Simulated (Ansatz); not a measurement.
Sn:

```
Sn
1.0
    -1.72654    1.77555    2.33834
     1.72654   -1.77555    2.33834
     1.72654    1.77555   -2.33834
Sn
1
Cartesian
  0.0000 0.0000 0.0000
```

This isn't the form of Sn at room conditions, which is tetragonal (white tin).

Base run:

```yaml
Program: Ansatz 0.2.0
Functional: PBE
Potentials_or_basis: all-electron LAPW, scalar-relativistic
Cutoff: 155 eV (chosen from the basis error)
Basis_error_allowed: 0.001 eV/atom
k_mesh: 11 × 11 × 11
Occupations: gaussian, width 0.1 eV
Spin: no spin polarisation
```

Its results: band gap on the k mesh none (metal or under the smearing width); pressure -1.0 GPa.

**Question.** The run is repeated on the same cell with these changes: functional from PBE to RPBE. What comes out?

**Answer.** Band gap on the k mesh none (metal or under the smearing width); pressure 0.3 GPa.

RPBE binds less tightly than PBE, so the same cell stands under more pressure.
